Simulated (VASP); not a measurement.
Set up this calculation in VASP 6.6.1, as the native input.

```yaml
Task: band structure
Functional: SCAN
Potentials_or_basis: VASP PAW PBE potentials, release 64 (Li_sv)
Cutoff: 520 eV
k_mesh: 5 × 5 × 9
Occupations: fermi-dirac, width 0.05 eV
Spin: no spin polarisation
Further_INCAR_settings: ALGO = Normal; EDIFF = 1e-07; NBANDS = 12
```

The structure of Li lies in POSCAR:

```
Li
1.0
    5.3344400000      0.0000000000      0.0000000000
    0.0000000000      5.3344400000      0.0000000000
    0.0000000000      0.0000000000      2.8026500000
Li
3
Direct
    0.5000000000      0.0000000000      0.5000000000
    0.0000000000      0.5000000000      0.5000000000
    0.5000000000      0.5000000000      0.5000000000
```

The cell was built by a generator and needn't be a form met in nature.

These files were run (other wordings do the same):

INCAR

```
SYSTEM = Li
PREC = Accurate
ENCUT = 520
EDIFF = 1E-7
ISMEAR = -1
SIGMA = 0.05
LREAL = .False.
LASPH = .True.
NELM = 100
ALGO = Normal
ISIF = 2
LWAVE = .False.
LCHARG = .False.
METAGGA = SCAN
LMIXTAU = .True.
NBANDS = 12
```

KPOINTS

```
Automatic mesh
0
Gamma
  5 5 9
  0 0 0
```

KPOINTS_OPT

```
path GXMGZRAZ,XR,MA
15
line-mode
reciprocal
 0.0000000000  0.0000000000  0.0000000000  G
 0.0000000000  0.5000000000  0.0000000000  X

 0.0000000000  0.5000000000  0.0000000000  X
 0.5000000000  0.5000000000  0.0000000000  M

 0.5000000000  0.5000000000  0.0000000000  M
 0.0000000000  0.0000000000  0.0000000000  G

 0.0000000000  0.0000000000  0.0000000000  G
 0.0000000000  0.0000000000  0.5000000000  Z

 0.0000000000  0.0000000000  0.5000000000  Z
 0.0000000000  0.5000000000  0.5000000000  R

 0.0000000000  0.5000000000  0.5000000000  R
 0.5000000000  0.5000000000  0.5000000000  A

 0.5000000000  0.5000000000  0.5000000000  A
 0.0000000000  0.0000000000  0.5000000000  Z

 0.0000000000  0.5000000000  0.0000000000  X
 0.0000000000  0.5000000000  0.5000000000  R

 0.5000000000  0.5000000000  0.0000000000  M
 0.5000000000  0.5000000000  0.5000000000  A
```

Potentials or basis: VASP PAW PBE potentials, release 64 (Li_sv).

The run is started by

```sh
$ cat potpaw_PBE.64/Li_sv/POTCAR > POTCAR
$ mpirun -np 1 vasp_std > vasp.out
```

Results of the run:

- Band gap along the path: none (metal or under the smearing width)

It took 6 min on 1 thread of AMD EPYC 9R45 96-Core Processor (Zen 5), on a shared host, peak memory 0.18 GiB.
